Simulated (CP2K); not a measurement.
Crystal: HfC.

```
CELL_PARAMETERS angstrom
2.43943 0.00000 0.00000
0.00000 4.69500 0.00000
0.00000 0.00000 2.56227
ATOMIC_POSITIONS crystal
Hf 0.00000 0.00000 0.00000
C 0.00000 0.50000 0.75000
```

The cell was built by a generator and needn't be a form met in nature.

Base run:

| Item | Value |
| --- | --- |
| Program | CP2K 2026.2 |
| Functional | LDA |
| Potentials or basis | POTENTIAL_UZH Hf GTH-PBE-q12, C GTH-PBE-q4; TZVP-MOLOPT-PBE-GTH basis |
| Density cutoff | 9184 eV |
| k mesh | 11 × 6 × 10 |
| Occupations | fermi-dirac, width 0.05 eV |
| Spin | no spin polarisation |

Its results: band gap on the k mesh none (metal or under the smearing width); pressure 3.3 GPa; largest force 0.097 eV/Å.

Task: After a change of settings the same cell gave: band gap on the k mesh none (metal or under the smearing width); pressure 11.9 GPa; largest force 0.100 eV/Å. Which change was it?
A. functional from LDA to WC
B. functional from LDA to BEEF-vdW
C. functional from LDA to HLE16
D. functional from LDA to PBEsol

Result: B.

Caveats: the potentials were made for another functional, which shifts forces and pressure; the basis of atomic orbitals isn't converged, which shifts pressures, moduli and gaps.

Runs at the PBE level aren't shown here.
